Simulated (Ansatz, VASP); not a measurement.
**Al3InAs4 (random alloy of the zinc-blende AlAs-InAs line, x = 0.25) in two plane-wave programs**

Aim: how closely do two programs agree when they are given the same cell, functional and k mesh? Of the first pair: The structure shown is the start of the Ansatz relaxation below; VASP solves that cell, so the two are compared at the walk's first step.

Calculated with Ansatz 0.2.0; plane waves, with VASP 6.6.1 beside it; PBE.

## (1) Set-up

The cell holds 64 atoms: 24 Al, 32 As and 8 In. Cell: a = 11.690 Å, b = 11.690 Å, c = 11.690 Å, α = 90.0°, β = 90.0°, γ = 90.0°. It derives from AlAs (zinc-blende AlAs-InAs), repeated 2×2×2. Zinc-blende AlAs-InAs: 64 atoms, 8 of 32 Al sites given to In at random, cell and internal coordinates interpolated linearly between the end members (Vegard's rule); (so at first; earlier steps may have moved the atoms), displaced by a Gaussian of 0.02 A. Lattice constants are starting values near those of PBE.

## (2) Ansatz: relaxation, PBE

Ansatz runs on its default PAW (the set named soft_2) files.

The two programs are compared at the cell with which this relaxation starts, whose forces are those of its first step.

input.yaml reads:

```yaml
crystal:
  lattice:
    - [11.69, 0.0, 0.0]
    - [0.0, 11.69, 0.0]
    - [0.0, 0.0, 11.69]
  atoms:
    - { symbol: Al, position: [0.00278, 0.99895, 0.9991] }
    - { symbol: As, position: [0.12316, 0.12648, 0.12106] }
    - { symbol: Al, position: [0.00299, 0.2487, 0.25055] }
    - { symbol: As, position: [0.12457, 0.3775, 0.37148] }
    - { symbol: Al, position: [0.24945, 0.99934, 0.25194] }
    - { symbol: As, position: [0.37312, 0.1247, 0.3735] }
    - { symbol: Al, position: [0.25007, 0.251, 0.99812] }
    - { symbol: As, position: [0.37696, 0.37654, 0.12586] }
    - { symbol: In, position: [0.00154, 0.99883, 0.49979] }
    - { symbol: As, position: [0.1234, 0.12454, 0.62591] }
    - { symbol: Al, position: [0.99882, 0.24932, 0.74882] }
    - { symbol: As, position: [0.12355, 0.37385, 0.87498] }
    - { symbol: Al, position: [0.24809, 0.0004, 0.75284] }
    - { symbol: As, position: [0.37627, 0.12467, 0.87348] }
    - { symbol: Al, position: [0.24872, 0.2529, 0.50009] }
    - { symbol: As, position: [0.37391, 0.37533, 0.62859] }
    - { symbol: Al, position: [0.00021, 0.50106, 0.00051] }
    - { symbol: As, position: [0.1244, 0.62305, 0.1244] }
    - { symbol: In, position: [0.99964, 0.751, 0.25144] }
    - { symbol: As, position: [0.12659, 0.87549, 0.37651] }
    - { symbol: Al, position: [0.24871, 0.50214, 0.25088] }
    - { symbol: As, position: [0.37449, 0.62584, 0.37487] }
    - { symbol: Al, position: [0.25194, 0.7526, 0.00374] }
    - { symbol: As, position: [0.37261, 0.87253, 0.12414] }
    - { symbol: In, position: [0.00027, 0.5015, 0.50054] }
    - { symbol: As, position: [0.12154, 0.62448, 0.62642] }
    - { symbol: In, position: [0.00039, 0.7513, 0.74962] }
    - { symbol: As, position: [0.12466, 0.87532, 0.8757] }
    - { symbol: Al, position: [0.25034, 0.5002, 0.74885] }
    - { symbol: As, position: [0.37565, 0.62521, 0.87693] }
    - { symbol: In, position: [0.25205, 0.75032, 0.49936] }
    - { symbol: As, position: [0.37391, 0.87572, 0.62513] }
    - { symbol: Al, position: [0.49941, 7.0e-05, 0.99894] }
    - { symbol: As, position: [0.62619, 0.12424, 0.12709] }
    - { symbol: Al, position: [0.50069, 0.25102, 0.24813] }
    - { symbol: As, position: [0.62529, 0.37627, 0.37337] }
    - { symbol: Al, position: [0.74954, 6.0e-05, 0.24765] }
    - { symbol: As, position: [0.87554, 0.12645, 0.37353] }
    - { symbol: Al, position: [0.7506, 0.24775, 0.99993] }
    - { symbol: As, position: [0.87224, 0.37692, 0.1257] }
    - { symbol: Al, position: [0.49996, 0.99867, 0.50218] }
    - { symbol: As, position: [0.62837, 0.12182, 0.62711] }
    - { symbol: Al, position: [0.50278, 0.25058, 0.74795] }
    - { symbol: As, position: [0.62648, 0.37469, 0.87397] }
    - { symbol: Al, position: [0.7479, 0.00094, 0.75136] }
    - { symbol: As, position: [0.87393, 0.12589, 0.87304] }
    - { symbol: Al, position: [0.75137, 0.25008, 0.49968] }
    - { symbol: As, position: [0.87483, 0.37649, 0.62628] }
    - { symbol: Al, position: [0.50091, 0.50024, 0.00013] }
    - { symbol: As, position: [0.62606, 0.6254, 0.12617] }
    - { symbol: Al, position: [0.49947, 0.74583, 0.25178] }
    - { symbol: As, position: [0.62874, 0.87576, 0.37483] }
    - { symbol: In, position: [0.74977, 0.4998, 0.25003] }
    - { symbol: As, position: [0.87308, 0.62412, 0.37329] }
    - { symbol: Al, position: [0.75043, 0.74949, 0.00085] }
    - { symbol: As, position: [0.8747, 0.87669, 0.12537] }
    - { symbol: In, position: [0.50375, 0.49676, 0.49889] }
    - { symbol: As, position: [0.62654, 0.62933, 0.62457] }
    - { symbol: In, position: [0.50007, 0.74961, 0.75228] }
    - { symbol: As, position: [0.62451, 0.87616, 0.87445] }
    - { symbol: Al, position: [0.74782, 0.50054, 0.75086] }
    - { symbol: As, position: [0.87721, 0.62481, 0.87394] }
    - { symbol: Al, position: [0.75096, 0.75041, 0.50048] }
    - { symbol: As, position: [0.87487, 0.87699, 0.62563] }
kpoints:
  mp_grid: { grid: [2, 2, 2] }
hamiltonian:
  xc: pbe
scf:
  occupations: { method: fermi_dirac, width: 0.1 }
output:
  forces: true
relax:
  f_tol: 0.04
  max_steps: 150
  cell: {}
```

Started as:

```
$ ansatz run input.yaml --threads 6 --pin off --max-ram 102400MiB --backend cuda --events-out ev --progress --plain --runs-dir out
```

Numbers of over 12 decimals in the logs are rounded to 6 here.

Output:

```text
Engine: ansatz 0.2.0, x86_64-unknown-linux-gnu
Pseudopotentials: kind: paw
Pseudopotential: Al, paw, valence charge 3, recommended cutoff 420 eV (normal), Al.paw.azcp
Pseudopotential: As, paw, valence charge 15, recommended cutoff 420 eV (normal), As.paw.azcp
Pseudopotential: In, paw, valence charge 13, recommended cutoff 420 eV (normal), In.paw.azcp
Functional definition: PBE
  parameter kappa = 0.804
  parameter beta = 0.066725
  exchange = pbe_x(kappa = kappa, mu = beta*pi^2/3)
  correlation = pbe_c(beta = beta)
concurrent solve slots: 4 of 6 are kept, ahead of what memory takes: no pass of the eigensolver takes more rounds on 4
device memory: the entry about to start is reckoned to put 17.8 GiB on a device that reports 77.0 GiB free
GPU FFT provider: cuFFT
GPU libraries: cuBLAS 13.8.2, cuFFT 12.4.0, cuSOLVER 12.3.4
Crystal: 64 atoms, lattice volume = 1597.510 Å³
Basis set: ecut = 420 eV, 31343 PW (Γ), exchange–correlation on 160×160×160 points (8 copies of the dense FFT grid, shifted against one another)
Bands: 394, of which v1, the nominal top of the filled ones, is band 328 counted from 1 (327 counted from 0)
Symmetry: 1 space group operations
Space group: P1 (ITA 1), of the structure as read, at distance tolerance 1.2e-4 Å
k-points: 8
Non-local potential: Al, projectors of the file, l = 0: 2, l = 1: 2, l = 2: 1
Non-local potential: As, projectors of the file, l = 0: 2, l = 1: 2, l = 2: 3, l = 3: 1
Non-local potential: In, projectors of the file, l = 0: 2, l = 1: 2, l = 2: 2, l = 3: 2
PAW form: soft (Blöchl's): semilocal exchange-correlation on the pseudo side does not see the compensation charge
PAW one-centre angular grid: Al, 110 points (default); XC on 64 Gauss nodes
PAW one-centre angular grid: As, 590 points (default); XC on 64 Gauss nodes
PAW one-centre angular grid: In, 590 points (default); XC on 64 Gauss nodes
Initial density: superposition of atomic densities (neutral atoms: chi_scale 0, normalization atom), corrected by the library's trained network
Initial wavefunctions: pseudopotential atomic-orbital guess
GPU buffer pool allocated for 512000 grid points (all kernels)
GPU transforms: local potential and band sums: pruned to the plane-wave sphere, on 80×80×80
Functional: x = pbe(κ = 0.804, μ = 0.219515), c = pbe(β = 0.066725)
SCF iter   1: F=—  HF=-213103.077525 eV  |F-HF|=—  |Δ(HF+E_count)|=         —  Δρ=2.02e-3  dr2=1.41e-1  ethr=1.77e-3  ⟨swp⟩=6.1  Hψ=12468  notcnv=0
preconditioner: auto → Resta (q_TF=auto, 2.352 Å⁻¹)  ε∞=3.7  [insulator: Δε(μ)=1.023 eV  Ē_g=10.409 eV  σ=0.100 eV  W_gap=0.99  n_scr=364 (ndim 8)  ℏωp=17.0 eV  f_vac=0.028  D(μ)=0.06/eV (n_scr^D=0)  ε∞_Penn≈3.7]
SCF iter   2: F=—  HF=-213103.041259 eV  |F-HF|=—  |Δ(HF+E_count)|=   3.63e-2  Δρ=9.64e-4  dr2=3.08e-2  ethr=2.14e-5  ⟨swp⟩=2.1  Hψ=3878  notcnv=0  defer=1
SCF iter   3: F=—  HF=-213103.037672 eV  |F-HF|=—  |Δ(HF+E_count)|=   3.59e-3  Δρ=2.62e-4  dr2=1.99e-3  ethr=4.70e-6  ⟨swp⟩=2.0  Hψ=3991  notcnv=0  defer=1
SCF iter   4: F=—  HF=-213103.039540 eV  |F-HF|=—  |Δ(HF+E_count)|=   1.87e-3  Δρ=1.07e-4  dr2=4.35e-4  ethr=3.04e-7  ⟨swp⟩=2.0  Hψ=5615  notcnv=0  defer=1
SCF iter   5: F=—  HF=-213103.036916 eV  |F-HF|=—  |Δ(HF+E_count)|=   2.62e-3  Δρ=4.83e-5  dr2=5.54e-5  ethr=6.63e-8  ⟨swp⟩=2.0  Hψ=5599  notcnv=0  defer=1
SCF iter   6: F=—  HF=-213103.040679 eV  |F-HF|=—  |Δ(HF+E_count)|=   3.76e-3  Δρ=1.26e-5  dr2=3.27e-6  ethr=8.45e-9  ⟨swp⟩=2.0  Hψ=4019  notcnv=0  defer=1
SCF iter   7: F=—  HF=-213103.040685 eV  |F-HF|=—  |Δ(HF+E_count)|=   5.55e-6  Δρ=4.41e-6  dr2=6.87e-7  ethr=4.99e-10  ⟨swp⟩=2.0  Hψ=5619  notcnv=0  defer=1
SCF iter   8: F=-213103.040685 eV  HF=-213103.040685 eV  |F-HF|=4.11e-8  |Δ(HF+E_count)|=   4.00e-7  Δρ=1.18e-6  dr2=2.29e-8  ethr=1.52e-11  ⟨swp⟩=2.0  Hψ=11427  notcnv=0
SCF 1 converged in 8 iterations: F = -213103.040685 eV  dr2 = 2.29e-8
  greatest PAW one-centre occupation: 0.999 electrons in one spin orbital (limit 2), on the As atom at site 25 (counted from 0), in its partial waves of l = 2
relax step   1: F+E_penalty+E_count = -213103.04068542 eV  Δ(F+E_penalty+E_count) = +0.000e0 eV  max|allowed force component| = 2.068e0 eV/Å  Δτ_max = 0.0000 Å  P = +0.398 GPa  Ω = 1597.510 Å³  (8 SCF iters, dr2 threshold 1.00e-7 eV, accepted)
concurrent solve slots: 4 of 6 are kept, ahead of what memory takes: no pass of the eigensolver takes more rounds on 4
device memory: the entry about to start is reckoned to put 16.3 GiB (of the 17.8 GiB reckoned in all, the device holds 1.5 GiB already) on a device that reports 72.6 GiB free
GPU FFT provider: cuFFT
GPU libraries: cuBLAS 13.8.2, cuFFT 12.4.0, cuSOLVER 12.3.4
Crystal: 64 atoms, lattice volume = 1604.670 Å³
Basis set: ecut = 420 eV, 31439 PW (Γ), exchange–correlation on 160×160×160 points (8 copies of the dense FFT grid, shifted against one another)
Initial density: handed on by an earlier stage of this run
[...]
--- Relaxed structure (4 steps of the walk, 4 accepted, 1 SCFs on fresh bases) ---
  F+E_penalty+E_count = -213105.70813358 eV   max|allowed force component| = 5.547e-3 eV/Å   (the final SCF, on the basis selected at the relaxed cell)
  cell:  # Å, volume = 1590.5010 Å³
    - [11.672007, 6.426817241987582e-5, -0.000702175]
    - [6.426817241987582e-5, 11.674250, 0.00102584]
    - [-0.000702175, 0.00102584, 11.672381]
  atoms:
    - { symbol: Al, position: [0.000520528, 1.004058, 0.999882] }
    - { symbol: As, position: [0.126689, 0.125399, 0.123286] }
    - { symbol: Al, position: [0.0025823, 0.248001, 0.245872] }
    - { symbol: As, position: [0.132851, 0.366859, 0.366904] }
    - { symbol: Al, position: [0.254385, 1.004775, 0.245491] }
    - { symbol: As, position: [0.375833, 0.125419, 0.374239] }
    - { symbol: Al, position: [0.250622, 0.249929, 1.000204] }
    - { symbol: As, position: [0.377479, 0.371584, 0.123423] }
    - { symbol: In, position: [-0.00213017, 1.006683, 0.500433] }
    - { symbol: As, position: [0.130574, 0.133464, 0.633307] }
    - { symbol: Al, position: [0.999763, 0.249756, 0.754016] }
    - { symbol: As, position: [0.124224, 0.372024, 0.876663] }
    - { symbol: Al, position: [0.252314, 0.00696888, 0.754941] }
    - { symbol: As, position: [0.377419, 0.126831, 0.878743] }
    - { symbol: Al, position: [0.252130, 0.248211, 0.500184] }
    - { symbol: As, position: [0.369198, 0.367241, 0.633391] }
    - { symbol: Al, position: [0.0017177, 0.495809, -0.00167091] }
    - { symbol: As, position: [0.130634, 0.616863, 0.116644] }
    - { symbol: In, position: [0.999894, 0.752044, 0.243196] }
    - { symbol: As, position: [0.131472, 0.885122, 0.366521] }
    - { symbol: Al, position: [0.252489, 0.495423, 0.243324] }
    - { symbol: As, position: [0.377456, 0.623354, 0.358621] }
    - { symbol: Al, position: [0.252044, 0.750180, 0.00180561] }
    - { symbol: As, position: [0.375827, 0.877491, 0.123339] }
    - { symbol: In, position: [0.000242667, 0.493342, 0.502002] }
    - { symbol: As, position: [0.133743, 0.618284, 0.633351] }
    - { symbol: In, position: [-0.00191327, 0.750300, 0.756655] }
    - { symbol: As, position: [0.132647, 0.883238, 0.883205] }
    - { symbol: Al, position: [0.250221, 0.493571, 0.756436] }
    - { symbol: As, position: [0.368998, 0.618132, 0.881453] }
    - { symbol: In, position: [0.255212, 0.752090, 0.498009] }
    - { symbol: As, position: [0.376959, 0.891505, 0.626956] }
    - { symbol: Al, position: [0.500317, 0.00264861, 1.002136] }
    - { symbol: As, position: [0.623653, 0.126759, 0.123535] }
    - { symbol: Al, position: [0.498347, 0.246033, 0.247939] }
    - { symbol: As, position: [0.624505, 0.358970, 0.373685] }
    - { symbol: Al, position: [0.745848, 0.00292117, 0.247607] }
    - { symbol: As, position: [0.867708, 0.133423, 0.366002] }
    - { symbol: Al, position: [0.750359, 0.248187, 0.998038] }
    - { symbol: As, position: [0.882448, 0.367358, 0.117179] }
    - { symbol: Al, position: [0.501794, 1.004497, 0.498243] }
    - { symbol: As, position: [0.623701, 0.125439, 0.626392] }
    - { symbol: Al, position: [0.500224, 0.248299, 0.752586] }
    - { symbol: As, position: [0.623202, 0.373602, 0.876718] }
    - { symbol: Al, position: [0.747930, 0.00479245, 0.752315] }
    - { symbol: As, position: [0.875907, 0.125127, 0.874569] }
    - { symbol: Al, position: [0.748212, 0.245769, 0.501902] }
    - { symbol: As, position: [0.867382, 0.364831, 0.633456] }
    - { symbol: Al, position: [0.498400, 0.498141, -3.6059938383014774e-7] }
    - { symbol: As, position: [0.617077, 0.632558, 0.116338] }
    - { symbol: Al, position: [0.499977, 0.754402, 0.245437] }
    - { symbol: As, position: [0.622683, 0.877058, 0.373494] }
    - { symbol: In, position: [0.747988, 0.498449, 0.245463] }
    - { symbol: As, position: [0.868968, 0.632231, 0.381463] }
    - { symbol: Al, position: [0.748082, 0.752814, -8.96880081911423e-5] }
    - { symbol: As, position: [0.867539, 0.884490, 0.116864] }
    - { symbol: In, position: [0.499891, 0.496093, 0.500506] }
    - { symbol: As, position: [0.637445, 0.623735, 0.626799] }
    - { symbol: In, position: [0.501682, 0.752056, 0.754419] }
    - { symbol: As, position: [0.631001, 0.885121, 0.883017] }
    - { symbol: Al, position: [0.749703, 0.495694, 0.754782] }
    - { symbol: As, position: [0.867412, 0.616890, 0.885640] }
    - { symbol: Al, position: [0.745550, 0.754692, 0.500340] }
    - { symbol: As, position: [0.861779, 0.877655, 0.627012] }
```

(Part 1 of 2 ends here.)

[Lines on the potential files, build, host, timing and source positions are cut from VASP's logs without a mark.]

[Logs are printed without paths, hosts, clocks, repeated set-up lines and the standing remarks that a program may print on its own settings, such as how far it seeks lower states.]

[Hosts, paths, dates, database ids (printed as entryN), source tags and the programs' standing remarks are cut or masked in the printed files.]
